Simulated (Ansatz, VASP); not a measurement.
# One calculation of InP, two programs

INCAR

```
SYSTEM = InP
ALGO = Normal ; EDIFF = 1E-6
ENCUT = 520 ; GGA = PE
ISIF = 2 ; ISMEAR = 0
LASPH = .True. ; LCHARG = .True.
LELF = .True. ; LREAL = .False.
LVHAR = .True. ; LWAVE = .False.
NBANDS = 16 ; NELM = 60
PREC = Accurate ; SIGMA = 0.05
```

Contents of KPOINTS:

```
k-points
0
Gamma
  10 10 10
  0 0 0
```

Contents of POSCAR:

```
InP
1.0
    0.0000000000      2.9353336906      3.0247347168
    2.9353336906      0.0000000000      3.0247347168
    2.9353336906      2.9353336906      0.0000000000
In P
1 1
Direct
    0.0000000000      0.0000000000      0.0000000000
    0.7500000000      0.7500000000      0.7500000000
```

Input for Ansatz:

```yaml
crystal:
  lattice:
    - [0.0, 2.9353336906, 3.0247347168]
    - [2.9353336906, 0.0, 3.0247347168]
    - [2.9353336906, 2.9353336906, 0.0]
  atoms:
    - { symbol: In, position: [0.0, 0.0, 0.0] }
    - { symbol: P, position: [0.75, 0.75, 0.75] }
basis:
  ecutwfc: 420
kpoints:
  mp_grid: { grid: [10, 10, 10] }
hamiltonian:
  xc: pbe
scf:
  occupations: { method: gaussian, width: 0.05 }
output:
  forces: true
  stress: true
  eigenvalues: true
```

Change from the starting cell: strain -0.015 along x and y, +0.015 along z, atoms carried along.

Alike in both runs: task single point; functional PBE; k mesh 10 × 10 × 10; occupations gaussian, width 0.05 eV; no spin polarisation.

```csv
,VASP,Ansatz
version,VASP 6.6.1,Ansatz 0.2.0
potentials or method,"VASP PAW PBE potentials, release 64 (In_d, P)","scalar-relativistic, plane waves, PAW"
plane-wave cutoff (eV),520,420
valence electrons in the cell,18,18
```

```tsv
	VASP	Ansatz	Ansatz less VASP
gap on the k mesh at the Fermi level (eV)	0.47	0.47	+0.003
least direct gap on the mesh (eV)	0.47	0.47	+0.003
pressure (GPa)	0.9	0.9	+0.05
largest component of the traceless stress (GPa)	0.87	0.87	-0.001
```

Caveats: spin-orbit coupling is left out, which moves the levels of the heavy elements.
